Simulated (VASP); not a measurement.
Wanted: the native input for a VASP 6.6.1 run.

* Task: relaxation of cell and atoms
* Functional: PBE
* Potentials or basis: VASP PAW PBE potentials, release 64 (Ga_d, P)
* Cutoff: 520 eV
* k mesh: 10 × 10 × 10
* Occupations: gaussian, width 0.02 eV
* Spin: no spin polarisation
* Further INCAR settings: ALGO = Fast; EDIFF = 1e-07; IBRION = 2; EDIFFG = -0.002; NSW = 80; ISIF = 3

The structure of GaP lies in POSCAR:

```
GaP
1.0
    0.0000000000      2.7252500000      2.7252500000
    2.7252500000      0.0000000000      2.7252500000
    2.7252500000      2.7252500000      0.0000000000
Ga P
1 1
Direct
    0.0000000000      0.0000000000      0.0000000000
    0.2500000000      0.2500000000      0.2500000000
```

The input as run:

INCAR

```
SYSTEM = GaP
  PREC = Accurate
  ENCUT = 520
  EDIFF = 1E-7
  ISMEAR = 0
  SIGMA = 0.02
  LREAL = .False.
  LASPH = .True.
  NELM = 80
  ALGO = Fast
  ISIF = 3
  LWAVE = .False.
  LCHARG = .False.
  GGA = PE
  IBRION = 2
  NSW = 80
  EDIFFG = -0.002
  KPAR = 4
```

KPOINTS

```
regular mesh
0
Gamma
  10 10 10
  0 0 0
```

Potentials or basis: VASP PAW PBE potentials, release 64 (Ga_d, P).

Launch:

```bash
$ cat potpaw_PBE.64/Ga_d/POTCAR potpaw_PBE.64/P/POTCAR > POTCAR
$ mpirun -np 4 vasp_std > vasp.out
```

It gave:

```json
{
 "Relaxed volume": "20.86 Å³/atom",
 "Relaxed cell": "a = 3.893 Å, b = 3.893 Å, c = 3.893 Å, α = 60.00°, β = 60.00°, γ = 60.00°",
 "Space group after relaxing (to 0.05 Å)": "F-43m (No. 216)",
 "Energy gained by relaxing": "4.7 meV/atom",
 "Ionic steps": "3",
 "Pressure after relaxing": "0.0 GPa",
 "Band gap on the k mesh": "1.58 eV, direct"
}
```

Run time: 29 s on 4 MPI ranks on Intel(R) Xeon(R) Platinum 8259CL CPU @ 2.50GHz (Skylake/Cascade Lake), with other jobs on the host, peak memory 0.18 GiB a rank.
